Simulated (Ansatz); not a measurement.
# Gap against volume in Al2O3, from a frame at 2000 K, with crystalline order left by the classical run (150 atoms)

Density of this cell: 3.45 g/cm³. The cell holds 150 atoms: 60 Al and 90 O. Cell: a = 11.618 Å, b = 11.236 Å, c = 11.329 Å, α = 85.5°, β = 90.7°, γ = 88.7°. It derives from Al2O3. The starting structure: 150 atoms (60 Al, 90 O) placed at random at 3 g/cm³, melted at 5000 K for 10 ps at fixed volume with the Morse and Coulomb pair potential with partial charges (Pedone, Malavasi, Menziani, Cormack and Segre, J. Phys. Chem. B 110, 11780 (2006)). Snapshot at the end of a hold of 10 ps at 2000 K and zero pressure.

Calculated with Ansatz 0.2.0: Kohn-Sham DFT, RPBE, PAW (set soft_1), plane waves; cutoff 420 eV, Γ point, fermi-dirac smearing of 0.172 eV. The relaxed cell was scaled evenly and the atoms were relaxed at each volume. The gap is that between the highest filled and the lowest empty Kohn-Sham level on the run's k-points.

| volume (Å³/atom) | gap (eV) |
| --- | --- |
| 8.8428 | 4.178 |
| 9.2358 | ? |
| 9.5306 | 3.579 |
| 9.8254 | 3.406 |
| 10.120 | 3.308 |
| 10.415 | 3.373 |

**Question.** Fit a straight line in ln V to the rows given and interpolate to the withheld row.

**Working.**

A volume deformation potential makes the spacing linear in u = ln(V/V0), with V0 = 9.8254 Å³ the relaxed volume; v is the spacing.

| u = ln(V/V0) | v (eV) |
| --- | --- |
| -0.105361 | 4.1776 |
| -0.0304592 | 3.5787 |
| 0 | 3.4065 |
| 0.0295593 | 3.3084 |
| 0.0582686 | 3.3734 |

With n = 5: mean u = -0.00959846, mean v = 3.56892, Σ(u − ū)² = 0.015837, Σ(u − ū)(v − v̄) = -0.083522. Slope b = -0.083522 / 0.015837 = -5.2739; intercept a = v̄ − b ū = 3.5183.

At the withheld volume u = -0.06188, and v = a + b u.

Prediction at 9.2358: 3.845 eV. The run gave 3.951 eV, so the fit is low by 0.11 eV (2.7 % of the value).

The rows follow a line only loosely (correlation 0.94 in size over all rows, under the 0.97 asked here), so the slope of -5.27 eV is a mean trend and no deformation potential. Among the rows given, the largest miss of the fit is at 10.415, by 0.16 eV (19 % of the range of the table).

Limits: The reference ran with fermi-dirac smearing of 0.172 eV, but 5 of the 5 other runs with fixed occupations. The table spans 16 % in volume, wide for a linear law. Semilocal functionals tend to put gaps under measured ones. Only the Γ point is sampled. Atoms move by up to 0.7 Å in these relaxations, so the structure changes along the series. Defect or tail levels can set the spacing of a disordered cell.

[Hosts, paths, dates, database ids (printed as entryN), source tags and the programs' standing remarks are cut or masked in the printed files.]
